Pressure is the change of energy with volume, so a calculation that misses the energy by 1 eV per atom seems unfit to give a pressure at all. At a wave cutoff of 250 eV this metallic InSb cell has just such an energy error, 1030 meV per atom, yet its pressure is within 0.08 GPa of the reference run at 600 eV. Both facts most likely have one root: most of the error sits inside the atoms, where the volume of the crystal hardly matters.

InSb (P4/mmm, 2 atoms per cell, a = 3.077 Å, c = 6.215 Å) at fixed geometry, computed with Ansatz 0.2.0: PBE, scalar-relativistic PAW, no spin polarisation, 14×14×8 k mesh, Gaussian smearing of 0.1 eV. The reference wave cutoff is 600 eV; the density cutoff is always four times the wave cutoff. Energies are for zero smearing, pressures positive in compression and corrected for the finite cutoff.

| wave cutoff (eV) | energy less reference (meV/atom) | pressure less reference (GPa) | plane waves at gamma |
| --- | --- | --- | --- |
| 200 | 9260 | 7.82 | 371 |
| 250 | 1030 | 0.078 | 509 |
| 300 | 80.6 | 0.031 | 693 |
| 350 | 4.61 | 0.001 | 903 |
| 420 | 1.38 | 0.001 | 1173 |
| 500 | 0.136 | 0.001 | 1495 |

**What happens**

The program builds each orbital as a sum of plane waves, and the cutoff is the kinetic energy of the shortest wave allowed. From 200 to 500 eV the number of waves grows only fourfold, while the energy error shrinks by a factor of about 68 000. The fall is not even. Each of the first three steps of 50 eV divides the error by a larger factor than the one before, from 9 up to 17, and then the pace drops sharply between 350 and 420 eV.

The sign of the error is the same in every row: too few waves give too high an energy. This is the variational principle at work. An orbital that may use more waves can take a better shape, and a better shape lowers the energy. The rule is not strict here, because the cutoff for the electron density rises together with that for the orbitals, but the table follows it throughout.

**Why the energy needs short waves**

Of the 28 valence electrons in the cell, 20 fill the 4d shells of In and Sb. The outer s and p electrons spread over the space between the atoms, and fairly long waves describe them well. The PAW method helps further by replacing the rapid wiggles of an orbital near the nucleus with a smooth curve. It smooths the 4d orbitals as well, and strongly, since it may push their lobe outward and flatten it. But the smooth orbital has to join the true one at the edge of a small sphere around the atom, so the 4d is expected to remain the most compact function in the cell. A narrow lobe can only be built from short waves, and if these are cut off, the shell comes out too wide and too high in energy.

This would also explain the steepness. What counts is not how many waves there are but how much of the 4d shell lies in waves beyond the cutoff. For a smoothed orbital that share dies away very fast once the waves are short enough to follow the lobe. The same reasoning serves for other elements: the most compact shell treated as valence usually sets the cutoff, and the softness of its PAW dataset decides how high it must be.

The Fermi energy, the level up to which the states are filled, is only a weak witness for this picture. At 200 eV the energy error amounts to 661 meV per valence electron, but the Fermi energy lies only 125 meV above its reference value. That fits an error carried mostly by deeper, more compact states. But the Fermi energy also follows the potential in the crystal, which changes when the 4d shells come out too wide, and from 300 eV up it moves by more than the error per electron. The comparison therefore proves little, and the case for the 4d shells rests on their known small size.

**Why the pressure survives**

A 4d shell is far smaller than the distance of about 3.1 Å between neighbouring atoms. (The atoms form a nearly simple cubic lattice of alternating In and Sb layers.) If the crystal expands a little at a fixed cutoff, the shell and its error stay almost as they were. An error that doesn't change with volume adds nothing to the pressure. The remaining pressure error at 250 eV means that an expansion by 1 % would change the energy error by only about 0.14 meV per atom.

This holds only if the cutoff is really kept fixed, and a plain stress calculation keeps the number of waves fixed instead. When the cell expands, the same waves are stretched and their kinetic energy falls, as if the cutoff had been lowered. The energy error then rises, which acts like a force pulling the cell together. This false tension is called Pulay stress, and the pressures in the table have been corrected for it.

Its size follows from the energy errors. Let $E$ be the cutoff, $V$ the volume per atom, $\varepsilon$ the energy error per atom and $N$ the number of waves. Since $N\propto V E^{3/2}$, a fixed $N$ means $dE/dV=-2E/(3V)$, and the false pressure is

$$p_{\rm false}=-\frac{d\varepsilon}{dE}\,\frac{dE}{dV}=\frac{2E}{3V}\,\frac{d\varepsilon}{dE}.$$

At 250 eV the slope can be taken from the rows on either side, on a logarithmic scale because the error falls so fast:

$$\frac{d\varepsilon}{dE}\approx-1.03\ \text{eV}\times\frac{\ln(9260/80.6)}{100\ \text{eV}}\approx-0.049,$$

$$p_{\rm false}\approx-\frac{2\times250\ \text{eV}}{3\times29.42\ \text{Å}^3}\times0.049\approx-0.28\ \text{eV/Å}^3\approx-44\ \text{GPa}.$$

The estimate has no adjustable constant and uses energies only, not the pressures of the table. It is good to an order of magnitude, since straight slopes to the two neighbouring rows give sizes of 17 and 149 GPa. Even the lowest of these is some two hundred times the pressure error that is left after the correction. The output below shows these three estimates and most of the ratios used here.

**Where the pattern breaks**

At 200 eV the corrected pressure is off by 7.82 GPa, a hundred times more than at 250 eV, although the energy error is only nine times larger. Taken at face value, an expansion by 1 % would now change the energy error by 14 meV per atom. That is still a small part of 9260 meV, but it is enough to spoil the pressure. Perhaps the outer s and p electrons, which do feel the volume, now lack waves they need as well. Or the 4d shells are described so badly that their error begins to depend on the surroundings, or the correction itself loses accuracy when it has so much to remove. The table doesn't decide among these.

Part of the jump belongs to the row at 250 eV, whose pressure error is unusually small. Per eV of energy error, the pressure error is 0.84 GPa at 200 eV, 0.076 GPa at 250 eV and 0.38 GPa at 300 eV. So 200 eV lies only about twice above 300 eV, while 250 eV lies five times below it, perhaps through a partial cancellation. The row at 250 eV is therefore the most favourable case, not the typical one.

The second irregularity is the slow stretch from 350 to 420 eV, where the energy error falls by a factor of only 2.4 per 50 eV. From 420 to 500 eV the pace recovers only in part, to a factor of 4.3. This last factor is the least certain, because whatever error the reference at 600 eV still holds is missing from every row and weighs most on the smallest. One possible cause lies in the shape of the smoothed orbitals. Split into waves, such an orbital can have a range of wavelengths that hardly contribute, and adding those waves brings little gain until the next useful range begins. The density cutoff, which rises at the same time, may also play a part. Both are guesses; runs that change only the density cutoff would test the second.

**What to do about it**

Choose the cutoff by the quantity that is needed. For absolute energies within 1 meV per atom of the reference, 420 eV just falls short and 500 eV is ample. For the pressure, every cutoff from 250 eV up comes within 0.08 GPa once the correction is made (the stress along c alone is off by 0.09 GPa at 250 eV), and the low cutoffs can't do without it. Without it, a relaxation of the cell at a low cutoff would shrink the crystal. Even with it, 250 eV leaves little margin, since one step lower the pressure is off by almost 8 GPa. The program itself marks the runs up to 350 eV as below the recommended cutoff, and the energy column shows why.

Do not take a steady pressure as a sign that the energy has converged; the row at 250 eV shows how far apart the two can be. The forces are no sign of it either, because symmetry keeps them at zero in this cell at any cutoff.

Do not extrapolate the early pace. Had the factor of 17 per 50 eV continued beyond 350 eV, the error at 420 eV would be below 0.1 meV per atom, whereas it is 1.38. A further run at a higher cutoff is the safer test.

Compare energies only at equal cutoff. An error that belongs to the atoms largely cancels between two cells with the same atoms, and the small effect of volume at 250 eV shows this for slight changes of this one crystal. Between different structures such cancellation is usual, but it should be checked with two cutoffs for the energy difference that matters. Energies from different cutoffs must not be mixed: between 250 and 300 eV the shift is nearly 1 eV per atom, far more than typical energy differences between crystal structures.

Printed output of the fit:

```
Fall of the energy error from the row before:
  row  factor of fall  factor per 50 eV
  250            8.99              8.99
  300           12.78             12.78
  350           17.48             17.48
  420           3.341             2.367
  500           10.15             4.256
Where the error sits:
  row  energy error per valence electron in meV  rise of Fermi energy above reference in meV
  200                                     661.4                                        124.9
  250                                     73.57                                        31.11
  300                                     5.757                                        5.826
  350                                    0.3293                                         0.87
  420                                   0.09857                                        0.153
  500                                  0.009714                                        0.023
Energy error at 200 eV over that at 500 eV, factor: 68088
Plane waves at 500 eV over those at 200 eV, factor: 4.03
Pressure error at 200 eV over that at 250 eV, factor: 100.3
Pulay stress at 250 eV from the logarithmic slope between 200 and 300 eV, size in GPa: 44.35
Pulay stress at 250 eV from the straight slope 250 to 300 eV, size in GPa: 17.24
Pulay stress at 250 eV from the straight slope 200 to 250 eV, size in GPa: 149.4
Fall of the energy error on 1 per cent expansion at 200 eV, meV per atom: 14.36
Fall of the energy error on 1 per cent expansion at 250 eV, meV per atom: 0.1432
```
